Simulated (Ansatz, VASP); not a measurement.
C: VASP beside Ansatz

INCAR

```
SYSTEM = C
PREC     = Accurate       ! precision mode
ENCUT    = 520            ! plane-wave cutoff, eV
EDIFF    = 1E-7           ! SCF threshold, eV
ISMEAR   = 0              ! smearing method
SIGMA    = 0.05           ! smearing width, eV
LREAL    = .False.        ! projectors in reciprocal space
LASPH    = .True.         ! aspherical terms in the spheres
NELM     = 80             ! most SCF steps
ALGO     = Normal         ! electronic algorithm
ISIF     = 2              ! what is computed and relaxed
LWAVE    = .False.        ! write WAVECAR
LCHARG   = .False.        ! write CHGCAR
GGA      = PE             ! functional
IVDW     = 12             ! dispersion correction
NBANDS   = 11             ! bands
```

Contents of KPOINTS:

```
Automatic mesh
0
Gamma
  15 15 15
  0 0 0
```

The input POSCAR:

```
C
1.0
    1.2324984681      0.7115833223      3.3613878357
   -1.2324984681      0.7115833223      3.3613878357
    0.0000000000     -1.4231666447      3.3613878357
C
2
Direct
    0.1689458048      0.1689458048      0.1689458048
    0.8310541952      0.8310541952      0.8310541952
```

Input for Ansatz:

```yaml
crystal:
  lattice:
    - [1.2324984681, 0.7115833223, 3.3613878357]
    - [-1.2324984681, 0.7115833223, 3.3613878357]
    - [0.0, -1.4231666447, 3.3613878357]
  atoms:
    - { symbol: C, position: [0.1689458048, 0.1689458048, 0.1689458048] }
    - { symbol: C, position: [0.8310541952, 0.8310541952, 0.8310541952] }
basis:
  ecutwfc: 520.0
kpoints:
  mp_grid: { grid: [15, 15, 15] }
hamiltonian:
  xc: pbe
  dispersion: d3bj
scf:
  occupations: { method: gaussian, width: 0.05 }
output:
  forces: true
  stress: true
  eigenvalues: true
  write_density: true
  write_potential: true
  elf: true
  volumetric_format: npy
```

Change from the starting cell: mode 4 frozen in at +0.024 Å and mode 6 at +0.000 Å (largest displacements).

Alike in both runs: task single point; functional PBE; dispersion D3(BJ); k mesh 15 × 15 × 15; occupations gaussian, width 0.05 eV; no spin polarisation.

|  | VASP | Ansatz |
| --- | --- | --- |
| version | VASP 6.6.1 | Ansatz 0.2.0 |
| potentials or method | VASP PAW PBE potentials, release 64 (C) | scalar-relativistic, plane waves, PAW |
| plane-wave cutoff (eV) | 520 | 520 |
| valence electrons in the cell | 8 | 8 |

Ansatz gave:

```
gap on the k mesh at the Fermi level (eV)       : 0.58
least direct gap on the mesh (eV)               : 0.58
pressure (GPa)                                  : -0.1
largest component of the traceless stress (GPa) : 0.16
rms of the force components (eV/Å)              : 0.453
```

Q: Which values does VASP return?

A: gap on the k mesh at the Fermi level (eV): 0.58; least direct gap on the mesh (eV): 0.58; pressure (GPa): 0.3; largest component of the traceless stress (GPa): 0.67; rms of the force components (eV/Å): 0.451.

Atom by atom the forces differ by 0.001 eV/Å (rms over components).

Caveats: an odd mesh through Γ misses points on the zone boundary, where band edges often lie.
